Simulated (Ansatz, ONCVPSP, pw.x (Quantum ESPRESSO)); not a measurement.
**Equation-of-state test of one ONCV potential (tellurium)**

```json
{
 "Element": "Te (Z = 52)",
 "Generator": "ONCVPSP 4.0.1",
 "Type": "optimised norm-conserving Vanderbilt (ONCV)",
 "Functional": "PBE",
 "Relativity": "scalar-relativistic",
 "Frozen core": "[Kr] 4d10",
 "Valence charge": "6",
 "Reference configuration": "5s2 5p2 (charge +2)",
 "Partial waves": "5s: rc 1.85 bohr, ncon 4, nbas 7, qcut 2.8 1/bohr, 2 projectors, debl 2.6 Ha; 5p: rc 2.05 bohr, ncon 5, nbas 8, qcut 4.4 1/bohr, 2 projectors, debl 1.1 Ha; d scattering state at 0.08 Ha: rc 2.25 bohr, ncon 4, nbas 7, qcut 5 1/bohr, 2 projectors, debl 1.7 Ha",
 "Local potential": "polynomial inside 1.85 bohr (lpopt 5, dvloc0 4 Ha)",
 "Core correction": "polynomial model core, fcfact 0.3"
}
```

In the d channel the program set the typed energies aside and used 0.050, 1.750 Ha.

Atomic tests: cutoffs needed: 29 Ha and 36 Ha (the cutoffs (Ha) at which the residual kinetic energy of the hardest occupied pseudo-wave falls to 1 and 0.1 mHa per electron); ghost test: no bound ghost flagged; GHOST(+) flagged for s at 135.8 eV, d at 419.2 eV; largest excitation error: -25 meV (all-electron minus pseudo) for 5s2 5p1, out of 4 test configurations.

Crystal test: sc Te in pw.x 7.5, no spin, 10³ k-points, Fermi–Dirac smearing 0.01 Ry, cutoffs 85/340 Ry. The reference is all-electron LAPW (Ansatz 0.2.0) with the same functional, mesh and smearing; V0 and B0 come from Birch–Murnaghan fits to the pressures at five volumes. Errors are pseudo minus all-electron; Δ is the rms difference of the E(V) curves that follow from these fits, minima aligned, over ±6 % about the mean V0. Mesh and smearing are coarse, so the numbers serve the comparison and aren't converged zero-temperature values; the lattice is a test structure that the element need not adopt.

All-electron: a0 = 3.203 Å (V0 = 32.86 Å³/atom), B0 = 49.4 GPa.

Q: How far does the potential miss the all-electron equation of state?

A: mean pressure error (GPa): -0.16; a0 (Å): 3.199; a0 error (%): -0.11; B0 error (%): +0.7; Δ (meV/atom): 1.2.

```json
{"V (Å³/atom)": "31.282", "P all-electron (GPa)": "2.73", "P pseudo (GPa)": "2.54"}
{"V (Å³/atom)": "32.105", "P all-electron (GPa)": "1.21", "P pseudo (GPa)": "1.04"}
{"V (Å³/atom)": "32.928", "P all-electron (GPa)": "-0.11", "P pseudo (GPa)": "-0.27"}
{"V (Å³/atom)": "33.751", "P all-electron (GPa)": "-1.25", "P pseudo (GPa)": "-1.40"}
{"V (Å³/atom)": "34.574", "P all-electron (GPa)": "-2.23", "P pseudo (GPa)": "-2.38"}
```

Q: At the middle volume, how do free energy and pressure move when the wave cutoff is lowered (ecutrho kept at four times it)?

A:

```csv
cutoff (Ry),shift of F (meV/atom),shift of P (GPa)
38,+202.9,-0.02
51,+114.7,-1.48
68,+12.5,-0.41
```

The run at the middle volume (56 k-points, 9 iterations) took about 19 s on one core of a shared host (Intel(R) Xeon(R) Platinum 8259CL CPU @ 2.50GHz, 96 threads, 755 GiB, load 29).
